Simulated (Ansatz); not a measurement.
**Pressure series of BeS (F-43m)**

```yaml
crystal:
  lattice:
    - [2.39817, 2.39817, 0.00000]
    - [-2.39817, 2.39817, 0.00000]
    - [0.00000, 2.39817, 2.39817]
  atoms:
    - { symbol: Be, position: [0.00000, 0.00000, 0.00000] }
    - { symbol: S, position: [0.75000, 0.25000, 0.50000] }
```

This is the zero-pressure cell under LDA. Cell and atoms are relaxed by PAW (default files of Ansatz 0.2.0, cutoff 420 eV, stress met within about 0.05 GPa) at each pressure, in this structure whether or not another phase would take over; P is the pressure reached, less that of this cell (which was relaxed on a denser, smeared mesh). Levels come from LDA, all-electron LAPW in Ansatz 0.2.0, scalar-relativistic; k mesh 8×8×8, fixed occupations, basis error target 0.5 meV/atom. Conduction levels are in eV over the valence top (at Γ), at fixed fractional wave vectors. Zone-centre phonons come from finite displacements by PAW, without the LO-TO term.

| P (GPa) | V/V₀ | X | L | Γ | T2 TO (cm⁻¹) |
| --- | --- | --- | --- | --- | --- |
| -1.97 | 1.0203 | 2.870 | 5.384 | 5.513 | 576.1 |
| 0.00 | 1.0000 | 2.825 | 5.457 | 5.502 | 592.9 |
| 2.02 | 0.9811 | 2.781 | 5.526 | 5.490 | 609.1 |
| 4.00 | 0.9642 | 2.739 | 5.589 | 5.478 | 624.1 |
| 6.99 | ? | ? | ? | ? | ? |
| 9.98 | 0.9199 | 2.620 | 5.758 | 5.438 | 665.5 |
| 14.96 | 0.8892 | 2.527 | 5.878 | 5.402 | 696.3 |

Problem. Fit the third-order Birch-Murnaghan equation to the rows shown.

Solution. With f = [(V₀/V)^(2/3) − 1]/2, the normalised pressure F = P/[3f(1 + 2f)^(5/2)] is 102.2 GPa at f = -0.0066, 102.2 GPa at f = 0.0064, 101.8 GPa at f = 0.0123, 101.2 GPa at f = 0.0286, 100.7 GPa at f = 0.0407. The line F = B₀[1 + (3/2)(B′ − 4)f] gives B₀ = 102.2 GPa and B′ = 3.8.

Problem. What are the volume deformation potentials and pressure coefficients of these levels at zero pressure?

Solution. 

```
level  dE/dlnV (eV)  dE/dP = −(dE/dlnV)/B₀ (meV/GPa)  mean slope up to 2.0 GPa (meV/GPa)
    X          2.27                            -22.3                               -21.8
    L         -3.64                             35.6                                34.2
    Γ          0.58                             -5.7                                -5.9
```

dE/dlnV is the slope of a cubic fit in ln V at V₀. The last column is read from two rows and shows how the slope bends with pressure.

Problem. What mode Grüneisen parameters follow?

Solution. γ = −d ln ω/d ln V at V₀ from a quadratic fit in ln V: T2 1.42.

Problem. What belongs in the row at 6.99 GPa?

Solution. The fits give V/V₀ = 0.9408 and X = 2.678 eV. Computed: V/V₀ = 0.9408, X = 2.678, L = 5.678, Γ = 5.458, T2 TO (cm⁻¹) = 645.5.

Limits of these numbers: no other phase was computed; many crystals of this kind change structure within this range, and rows or crossings beyond such a change describe a metastable lattice; the frozen-core PAW files of the relaxations were fitted under PBE, their cores solved anew for this functional; semilocal gaps are low, and the spacing of valleys can be off by tenths of an eV; levels are read at fixed fractional k, so an edge that moves off these points is missed.
